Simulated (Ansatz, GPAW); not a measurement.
# Li2S with PBE in single-zeta orbitals from a Python script

These are simulated results from GPAW 26.7.0, not measurements. The cell was built from a prototype and was relaxed with r2SCAN in plane waves (Ansatz 0.2.0). Not every such cell is a known phase. All runs are without spin polarisation.

The symmetry is Fm-3m (No. 225, cubic); conventional cell a = 5.691 Å, 15.36 Å³ an atom. S has 8 Li at 2.46 Å; Li has 4 S at 2.46 Å.

The basis is minimal: single zeta, one radial function for each shell that the log's basis lists. It describes the filled bands fairly and the empty ones poorly.

The script, run.py:

```python
import json
from ase import Atoms
from gpaw import GPAW, PW, FermiDirac

atoms = Atoms(['S', 'Li', 'Li'],
              cell=[[0.0, 2.845294, 2.845294], [2.845294, -0.0, 2.845294], [2.845294, 2.845294, -0.0]],
              scaled_positions=[[0.0, -0.0, -0.0], [0.25, 0.25, 0.25], [0.75, 0.75, 0.75]],
              pbc=True)
calc = GPAW(mode='lcao', basis='sz(dzp)', h=0.2, xc='PBE', kpts={'size': (6, 6, 6), 'gamma': True},
            occupations=FermiDirac(0.02), maxiter=100, legacy_gpaw=True, txt='gpaw.txt')
atoms.calc = calc
res = {'energy': atoms.get_potential_energy(force_consistent=True)}
res['electrons'] = calc.get_number_of_electrons()
res['k'] = calc.get_ibz_k_points().tolist()
res['levels'] = [calc.get_eigenvalues(kpt=i).tolist() for i in range(len(res['k']))]
points = [[0.0, 0.0, 0.0], [0.5, 0.0, 0.5], [0.625, 0.25, 0.625], [0.375, 0.375, 0.75], [0.5, 0.5, 0.5], [0.5, 0.25, 0.75], [0.0, 0.5, 0.5]]
bands = calc.fixed_density(kpts=points, symmetry='off', txt='bands.txt')
res['points'] = [bands.get_eigenvalues(kpt=i).tolist() for i in range(len(points))]
json.dump(res, open('results.json', 'w'))
print('free energy (eV):', round(res['energy'], 5))
```

Command: `python run.py`. It took 4.3 s on 1 thread of Intel(R) Xeon(R) Platinum 8488C (Sapphire Rapids), on a shared host, peak memory 0.13 GiB.

The log gpaw.txt, trimmed of paths, versions and times, then the last line on the terminal. An iter line gives the energy in eV and the logarithms of the changes of orbitals (plane waves alone) and density (c: converged):

```
___ ___ ___ _ _ _
 |   |   |_  | | | |

 | | | | | . | | | |

 |__ |  _|___|_____|  26.7.0
 |___|_|

Input parameters:
  basis: sz(dzp)
  h: 0.2
  kpts: {gamma: True,
         size: (6, 6, 6)}
  maxiter: 100
  mode: lcao
  occupations: {fixmagmom: False,
                name: fermi-dirac,
                width: 0.02}
  xc: PBE

System changes: positions, numbers, cell, pbc, initial_charges, initial_magmoms

Initialize ...

species:
  S:
    name:    Sulfur
    Z:       16.0
    valence: 6
    core:    10
    charge:  0.0  # [|e|]
    compensation charges:
      type: gauss
      rc: 0.24  # [Å]
      lmax: 2
    cutoffs:
      filter: 1.77  # [Å]
      core: 1.66  # [Å]
    projectors
    | kind |    occ | energy [eV] | rcut [Å] |

    |------|--------|-------------|----------|

    |   3s |  2.000 |     -17.254 |    0.974 |

    |   3p |  4.000 |      -7.008 |    0.979 |

    |    s |        |       9.957 |    0.974 |

    |    p |        |      20.203 |    0.979 |

    |    d |        |       0.000 |    0.900 |

    LCAO basis set for S:
      Name: sz(dzp)
      Number of radial functions: 2
      Number of spherical harmonics: 4
        l=0, rc=5.5156 Bohr: 3s-sz confined orbital
        l=1, rc=6.9375 Bohr: 3p-sz confined orbital
      Number of RI-basis functions 0

  Li:
    name:    Lithium
    Z:       3.0
    valence: 1
    core:    2
    charge:  0.0  # [|e|]
    compensation charges:
      type: gauss
      rc: 0.33  # [Å]
      lmax: 2
    cutoffs:
      filter: 1.91  # [Å]
      core: 2.55  # [Å]
    projectors
    | kind |    occ | energy [eV] | rcut [Å] |

    |------|--------|-------------|----------|

    |   2s |  1.000 |      -2.874 |    1.058 |

    |   2p |  0.000 |      -1.090 |    1.058 |

    |    s |        |      24.337 |    1.058 |

    LCAO basis set for Li:
      Name: sz(dzp)
      Number of radial functions: 1
      Number of spherical harmonics: 1
        l=0, rc=10.8906 Bohr: 2s-sz confined orbital
      Number of RI-basis functions 0

Reference energy: -11263.195538  # eV

Spin-paired calculation

Convergence criteria:
 Maximum [total energy] change in last 3 cyles: 0.0005 eV / valence electron
 Maximum integral of absolute [dens]ity change: 0.0001 electrons / valence electron
 Maximum integral of absolute [eigenst]ate change: 4e-08 eV^2 / valence electron
 Maximum number of scf [iter]ations: 100
 (Square brackets indicate name in SCF output, whereas a 'c' in
 the SCF output indicates the quantity has converged.)

Symmetries present (total): 48

  ( 1  0  0)  ( 1  0  0)  ( 1  0  0)  ( 1  0  0)  ( 1  0 -1)  ( 1  0 -1)
  ( 1  0 -1)  ( 1 -1  0)  ( 0  1  0)  ( 0  0  1)  ( 1  0  0)  ( 1 -1  0)
  ( 1 -1  0)  ( 1  0 -1)  ( 0  0  1)  ( 0  1  0)  ( 1 -1  0)  ( 1  0  0)

  ( 1  0 -1)  ( 1  0 -1)  ( 1 -1  0)  ( 1 -1  0)  ( 1 -1  0)  ( 1 -1  0)
  ( 0  1 -1)  ( 0  0 -1)  ( 1  0  0)  ( 1  0 -1)  ( 0 -1  1)  ( 0 -1  0)
  ( 0  0 -1)  ( 0  1 -1)  ( 1  0 -1)  ( 1  0  0)  ( 0 -1  0)  ( 0 -1  1)

  ( 0  1  0)  ( 0  1  0)  ( 0  1  0)  ( 0  1  0)  ( 0  1 -1)  ( 0  1 -1)
  ( 1  0  0)  ( 0  1 -1)  ( 0  0  1)  (-1  1  0)  ( 1  0 -1)  ( 0  1  0)
  ( 0  0  1)  (-1  1  0)  ( 1  0  0)  ( 0  1 -1)  ( 0  0 -1)  (-1  1  0)

  ( 0  1 -1)  ( 0  1 -1)  ( 0  0  1)  ( 0  0  1)  ( 0  0  1)  ( 0  0  1)
  ( 0  0 -1)  (-1  1  0)  ( 1  0  0)  ( 0  1  0)  ( 0 -1  1)  (-1  0  1)
  ( 1  0 -1)  ( 0  1  0)  ( 0  1  0)  ( 1  0  0)  (-1  0  1)  ( 0 -1  1)

  ( 0  0 -1)  ( 0  0 -1)  ( 0  0 -1)  ( 0  0 -1)  ( 0 -1  1)  ( 0 -1  1)
  ( 1  0 -1)  ( 0  1 -1)  ( 0 -1  0)  (-1  0  0)  ( 1 -1  0)  ( 0  0  1)
  ( 0  1 -1)  ( 1  0 -1)  (-1  0  0)  ( 0 -1  0)  ( 0 -1  0)  (-1  0  1)

  ( 0 -1  1)  ( 0 -1  1)  ( 0 -1  0)  ( 0 -1  0)  ( 0 -1  0)  ( 0 -1  0)
  ( 0 -1  0)  (-1  0  1)  ( 1 -1  0)  ( 0  0 -1)  ( 0 -1  1)  (-1  0  0)
  ( 1 -1  0)  ( 0  0  1)  ( 0 -1  1)  (-1  0  0)  ( 1 -1  0)  ( 0  0 -1)

  (-1  1  0)  (-1  1  0)  (-1  1  0)  (-1  1  0)  (-1  0  1)  (-1  0  1)
  ( 0  1  0)  ( 0  1 -1)  (-1  0  1)  (-1  0  0)  ( 0  0  1)  ( 0 -1  1)
  ( 0  1 -1)  ( 0  1  0)  (-1  0  0)  (-1  0  1)  ( 0 -1  1)  ( 0  0  1)

  (-1  0  1)  (-1  0  1)  (-1  0  0)  (-1  0  0)  (-1  0  0)  (-1  0  0)
  (-1  1  0)  (-1  0  0)  ( 0  0 -1)  ( 0 -1  0)  (-1  1  0)  (-1  0  1)
  (-1  0  0)  (-1  1  0)  ( 0 -1  0)  ( 0  0 -1)  (-1  0  1)  (-1  1  0)

216 k-points: 6 x 6 x 6 Monkhorst-Pack grid + [1/12,1/12,1/12]
16 k-points in the irreducible part of the Brillouin zone
       k-points in crystal coordinates                weights
   0:     0.00000000    0.00000000    0.00000000          1/216
   1:     0.16666667    0.16666667    0.00000000          6/216
   2:     0.16666667    0.16666667    0.16666667          8/216
   3:     0.33333333    0.16666667    0.16666667         12/216
   4:     0.33333333    0.33333333   -0.33333333         12/216
   5:     0.33333333    0.33333333    0.00000000          6/216
   6:     0.33333333    0.33333333    0.16666667         24/216
   7:     0.33333333    0.33333333    0.33333333          8/216
   8:     0.50000000    0.33333333   -0.33333333         24/216
   9:     0.50000000    0.33333333   -0.16666667         12/216
          ...
  15:     0.50000000    0.50000000    0.50000000          4/216

Wave functions: LCAO
  Diagonalizer: Serial LAPACK
  Atomic Correction: dense with blas
  Data-type: complex

Occupation numbers: Fermi-Dirac:
  width: 0.0200  # eV

Eigensolver
   LCAO using direct dense diagonalizer

Densities:
  Coarse grid: 16*16*16 grid
  Fine grid: 32*32*32 grid
  Total Charge: 0.000000

Density mixing:
  Method: separate
  Backend: msr1
  Linear mixing parameter: 0.05
  old densities: 10
  Width of damping distribution: 1.1
  Damping of long wavelength oscillations: 20

Hamiltonian:
  XC and Coulomb potentials evaluated on a 32*32*32 grid
  Using the PBE Exchange-Correlation functional
  Interpolation: tri-quintic (5. degree polynomial)
  Poisson solver: FastPoissonSolver using
    Stencil: 12*3+1=37 point O(h^6) finite-difference Laplacian
    FFT axes: [np.int64(0), np.int64(1), np.int64(2)]
    FST axes: []

XC parameters: PBE with 2 nearest neighbor stencil

Memory estimate:
  Process memory now: 110.25 MiB
  Calculator: 9.54 MiB
    Density: 6.96 MiB
      Arrays: 0.81 MiB
      Localized functions: 5.52 MiB
      Mixer: 0.62 MiB
    Hamiltonian: 0.97 MiB
      Arrays: 0.53 MiB
      XC: 0.00 MiB
      Poisson: 0.00 MiB
      vbar: 0.44 MiB
    Wavefunctions: 1.61 MiB
      C [qnM]: 0.01 MiB
      S, T [2 x qmm]: 0.02 MiB
      P [aqMi]: 0.00 MiB
      BasisFunctions: 1.58 MiB
      Eigensolver: 0.00 MiB

Total number of cores used: 1

Number of atoms: 3
Number of atomic orbitals: 6
Number of bands in calculation: 6
Number of valence electrons: 8
Bands to converge: occupied
Positions:
   0 S      0.000000    0.000000    0.000000    ( 0.0000,  0.0000,  0.0000)
   1 Li     1.422647    1.422647    1.422647    ( 0.0000,  0.0000,  0.0000)
   2 Li     4.267941    4.267941    4.267941    ( 0.0000,  0.0000,  0.0000)

Unit cell:
           periodic     x           y           z      points  spacing
  1. axis:    yes    0.000000    2.845294    2.845294    16     0.2053
  2. axis:    yes    2.845294   -0.000000    2.845294    16     0.2053
  3. axis:    yes    2.845294    2.845294   -0.000000    16     0.2053

  Lengths:   4.023853   4.023853   4.023853
  Angles:   60.000000  60.000000  60.000000

Effective grid spacing dv^(1/3) = 0.2241

iter:   1   -10.248183        c
iter:   2   -10.127615        c -0.76
iter:   3    -9.462605        c -0.79
iter:   4    -9.461744        c -1.83
iter:   5    -9.461669c       c -2.05
iter:   6    -9.461666c       c -3.30
iter:   7    -9.461666c       c -4.59c

Converged after 7 iterations.

Energy contributions relative to reference atoms: (reference = -11263.195538)

Kinetic:        +53.932829
Potential:      -47.075441
External:        +0.000000
XC:             -16.527892
Entropy (-ST):   -0.000000
Local:           +0.208837
SIC:             +0.000000
--------------------------
Free energy:     -9.461666
Extrapolated:    -9.461666

Showing only first 2 kpts
 Kpt  Band  Eigenvalues  Occupancy
  0     2      2.91389    2.00000
  0     3      2.91632    2.00000
  0     4      6.49128    0.00000
  0     5     65.01237    0.00000

  1     2      2.60999    2.00000
  1     3      2.61158    2.00000
  1     4      7.73687    0.00000
  1     5     32.90543    0.00000

Fermi level: 3.32888

Gap: 3.575 eV
Transition (v -> c):
  (s=0, k=0, n=3, [0.00, 0.00, 0.00]) -> (s=0, k=0, n=4, [0.00, 0.00, 0.00])
No difference between direct/indirect transitions

free energy (eV): -9.46167
```

The gap in the log is over the mesh alone; results.json adds the listed points. PBE in single-zeta orbitals gives a gap of 3.57 eV. On the same cell, plane-wave PBE (Ansatz, 8×8×8 k points and the special points) gives a gap of 3.39 eV and r2SCAN a gap of 3.87 eV; on shared hosts these took about 1.1 and 2.3 core-seconds on the 3-atom cell, against 4.3 for the script. Semilocal gaps usually lie below measured ones.
